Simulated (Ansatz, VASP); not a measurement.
**Two plane-wave programs on NaCl**

```
CELL_PARAMETERS angstrom
0.00000 2.81000 2.81000
2.81000 0.00000 2.81000
2.81000 2.81000 0.00000
ATOMIC_POSITIONS crystal
Na 0.00000 0.00000 0.00000
Cl 0.50000 0.50000 0.50000
```

Alike in both runs: task single point; functional PBEsol; k mesh 6 × 6 × 6; occupations gaussian, width 0.1 eV; no spin polarisation.

|  | VASP | Ansatz |
| --- | --- | --- |
| version | VASP 6.6.1 | Ansatz 0.2.0 |
| potentials or method | VASP PAW PBE potentials, release 64 (Na_pv, Cl) | scalar-relativistic, plane waves, PAW |
| plane-wave cutoff (eV) | 520 | 420 |
| valence electrons in the cell | 14 | 16 |

|  | VASP | Ansatz | Ansatz less VASP |
| --- | --- | --- | --- |
| gap on the k mesh at the Fermi level (eV) | 4.97 | 4.97 | +0.004 |
| least direct gap on the mesh (eV) | 4.97 | 4.97 | +0.004 |
| pressure (GPa) | -0.2 | -0.2 | -0.02 |

The two sets of potentials don't hold the same shells in valence.

Caveats: the PAW data sets were made with another functional, which shifts forces and pressure a little (VASP).
